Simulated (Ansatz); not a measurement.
Crystal: KI.

```
I K
1.0
     0.00000    3.53277    3.53277
     3.53277    0.00000    3.53277
     3.53277    3.53277    0.00000
I K
1 1
Direct
  0.50000 0.50000 0.50000
  0.00000 0.00000 0.00000
```

* Program: Ansatz 0.2.0
* Task: single point
* Functional: PBE
* Potentials or basis: Ansatz PAW
* Cutoff: 420 eV (not typed: the program's choice for these potentials)
* k mesh: 7 × 7 × 7
* Occupations: fermi-dirac, width 0.05 eV
* Spin: no spin polarisation

On this cell: pressure 0.6 GPa; largest force zero by symmetry; band gap on the k mesh 3.97 eV, direct.

The same run follows on a disturbed copy (atoms moved at random, drawn with an rms of 0.05 Å):

```
I K
1.0
     0.00000    3.53277    3.53277
     3.53277    0.00000    3.53277
     3.53277    3.53277    0.00000
I K
1 1
Cartesian
  3.5274 3.4959 3.5897
  -0.0064 0.0222 0.0202
```

Q: What does the disturbed cell give?

A: The energy moves by +1.3 meV/atom; pressure 0.6 GPa; largest force 0.075 eV/Å; band gap on the k mesh 3.97 eV, direct.

Forces in eV/Å, atoms in the order of the input:
```
I   -0.001  0.064 -0.040
K    0.001 -0.064  0.040
```

Caveats: odd divisions of the mesh miss points on the zone boundary, where band edges often lie, so the gap on the mesh can be too wide; spin-orbit coupling is left out, which moves the levels of the heavy elements.

A k mesh can miss the band edges.
